How far does the choice of functional move the size and stiffness of a GaN crystal, and when does that matter? The cubic zinc-blende form suits the question because symmetry fixes the atoms within the cell and only the volume can respond. The table gives the equilibrium volume $V_0$, its change from the given cell, the bulk modulus $B_0$ (resistance to compression at $V_0$), and the bulk modulus slope $B_0'$ (how fast that resistance grows with pressure).

Quantum ESPRESSO 7.5; dispersion none, spin orbit no, k mesh a 10, k mesh b 10, k mesh c 10, occupations fermi-dirac, smearing width 0.05 eV.

```csv
functional,potentials,wave cutoff,density cutoff,equilibrium volume (Å³/atom),equilibrium volume change (% of the given cell),bulk modulus (GPa),bulk modulus slope
LDA,PseudoDojo-0.4.1-SR-LDA-standard,1142.88 eV,4571.51 eV,11.038,-3.540,202.80,4.430
PBE,SSSP-1.3-efficiency-PBE,952.399 eV,7619.19 eV,11.768,2.840,171.70,4.460
PBEsol,PseudoDojo-0.4.1-SR-PBEsol-standard,1142.88 eV,4571.51 eV,11.388,-0.490,187.80,4.380
BEEF-vdW,PseudoDojo-0.4.1-SR-PBE-standard,1142.88 eV,4571.51 eV,11.856,3.600,166.90,4.070
rev-vdW-DF2,PseudoDojo-0.4.1-SR-PBE-standard,1142.88 eV,4571.51 eV,11.579,1.180,177.40,4.440
```

**What the rows show**

The equilibrium volume grows from LDA through PBEsol, rev-vdW-DF2 and PBE to BEEF-vdW, and the bulk modulus falls in the same order. In lattice constant, the steps from LDA to PBEsol and from PBEsol to PBE are each about 0.05 Å, or 1%. The whole spread is 2.4%.

It is tempting to conclude that LDA makes stiffer bonds. At the volume of the given cell, however, LDA is the softest of the five, with a modulus of 173 GPa against 184 to 194 GPa for the others. Its high tabulated value belongs to the smaller, denser crystal that LDA prefers at zero pressure.

**Why gradients enlarge the cell**

LDA treats each point as part of a uniform electron gas. Gradient-corrected exchange adds an energy gain where the density changes steeply. Around a separate atom the density falls off steeply, whereas in a crystal the tails of neighbouring atoms overlap and partly fill the space between them. The correction therefore favours separated atoms over the crystal, which amounts to an outward pressure added to LDA.

This suggests a rule for a related functional: the more strongly its exchange rewards steep density, the larger the cell. PBEsol gives weak gradients roughly half the exchange weight that PBE does, and at the given volume its extra pressure over LDA is also about half of PBE's. The match supports the picture without proving it, since the two also differ in correlation and in the potentials used.

**Why the larger crystal keeps some stiffness**

If the outward pressure were constant, each crystal would simply slide down the LDA curve and soften as it expanded. But the push comes from overlap, so it should fade as the atoms separate. A push that fades on expansion and grows on compression adds stiffness of its own.

Gas under a piston does the same. If its pressure varies as $V^{-m}$, it adds $m$ times that pressure to the bulk modulus. Only this dependence on volume carries over to GaN, where the push comes from electronic energy and not from heat.

As a trial value I take $m=4/3$, the exponent for exchange pressure when all lengths scale together. This is a borrowed scale, not a derivation: with the shape of the density unchanged, the gradient correction would pull inward. The outward push depends on the change of shape, for which I have no simple law.

PBEsol serves as a worked case. The inputs are LDA's curve and PBEsol's volume, but not PBEsol's modulus. The Murnaghan equation uses the factor

$$r=\left(\frac{11.038}{11.388}\right)^{4.43}=0.871 .$$

At PBEsol's volume, LDA has a modulus of $202.8\,r=176.6$ GPa and pulls inward with

$$P=\frac{202.8}{4.43}(1-r)=5.9\ \text{GPa}.$$

The extra push must balance this pull, so the estimate is

$$B=176.6+\tfrac{4}{3}\times5.9=184.5\ \text{GPa}.$$

The table has 187.8 GPa, while a constant push would leave the modulus at 176.6 GPa.

Over the four rows other than LDA, the typical miss is 3 GPa, against 16 GPa for a constant push. In the two van der Waals functionals the push also includes the effect of their nonlocal correlation, so the test concerns how the total push fades, not exchange alone. All four estimates are still too low. The computed stresses show why: the extra pressure fades faster than assumed, with exponents between 1.5 and 2.0. The output printed below gives both versions row by row.

**Which level for which purpose**

For a drawing of the structure, or bond lengths good to a few percent, any of the five will do. For strain in a thin film, where half a percent can matter, the functional is a decision of its own. Taking one GaN lattice constant from LDA and another from BEEF-vdW would create a false strain of 2.4%, so one functional should be kept throughout a comparison.

PBEsol is a sensible first choice for the cell. It was designed for solids, and general experience is that LDA makes crystals too small and PBE too large. Here it also comes closest to the given cell, within 0.5% in volume. That closeness is not a measured accuracy, because the origin of the cell is not stated and the calculation omits zero-point and thermal expansion.

For stiffness, choose the volume before the functional. If the real cell is known, the modulus can be evaluated there. Doing so at the given cell narrows the spread between the rows from 36 to 22 GPa. What remains comes from the functionals together with their potentials, and the table has no measured modulus to show which value is right. The crystal is then also under a residual pressure, which for LDA is a tension of nearly 7 GPa.

The two van der Waals functionals show that the label alone does not fix the cell size: rev-vdW-DF2 gives a smaller cell than PBE, BEEF-vdW a larger one. Each combines nonlocal correlation with its own exchange, so these rows do not isolate the effect of dispersion. They are worth considering when the same study includes molecules on a surface or weakly bound layers. Both were run with potentials made for PBE, and the resulting error was not tested.

The order of PBE and BEEF-vdW is the least secure part of the ranking. Their volumes differ by only 0.7%, and PBE was run with a different kind of potential. Its stresses and its energy curve also disagree by an amount worth 0.3% in volume. A PBE run with the potentials used for BEEF-vdW would be the natural check.

**What it costs**

Cost gives little reason to prefer LDA over PBE or PBEsol: at equal cutoffs, evaluating gradients is a small part of the work. Nonlocal correlation adds further operations on the density grid. The PBE run needs about three quarters as many plane waves per orbital as the others but twice as many density points, a difference that comes from its potentials and not from the functional. These are estimates from scaling, not measured times.

Numerical output:

```
Lattice constant in angstrom: LDA 4.453, PBE 4.549, PBEsol 4.5, BEEF-vdW 4.56, rev-vdW-DF2 4.525
Lattice constant step LDA to PBEsol in angstrom: 0.04658
Lattice constant step PBEsol to PBE in angstrom: 0.0495
Full spread of lattice constant in percent of the smallest: 2.412
Volume of BEEF-vdW above PBE in percent: 0.7478
At the given volume, all in GPa:
          row  pressure from energy fit  pressure from stress  modulus from energy fit  modulus from stresses
          LDA                    -6.767                -6.771                    172.8                  172.8
          PBE                     5.107                 4.545                    194.5                  193.4
       PBEsol                   -0.9093               -0.9255                    183.8                  184.2
     BEEF-vdW                     6.351                 6.314                    192.7                  192.5
  rev-vdW-DF2                     2.138                 2.119                    186.9                  187.1
Spread of modulus at own minima in GPa: 35.9
Spread of modulus at the given volume in GPa: 21.66
PBE mismatch of fit and stress as volume in percent: 0.2891
Extra pressure over LDA, PBEsol divided by PBE: 0.4933
Modulus predicted from the LDA curve, all in GPa:
          row  extra pressure needed  constant pressure  its miss  scaled pressure  its miss again
          LDA                      0              202.8         0            202.8               0
          PBE                  11.31              152.7    -18.99            167.8          -3.916
       PBEsol                  5.912              176.6    -11.19            184.5          -3.309
     BEEF-vdW                  12.43              147.7    -19.15            164.3          -2.581
  rev-vdW-DF2                  8.744              164.1    -13.34            175.7          -1.678
Rms miss with constant pressure without LDA in GPa: 16.05
Rms miss with scaled pressure without LDA in GPa: 2.99
Smallest exponent of extra pressure from stresses: 1.514
Largest exponent of extra pressure from stresses: 1.956
Plane waves per orbital, PBE run over the others: 0.7607
Density grid points, PBE run over the others: 2.152
```
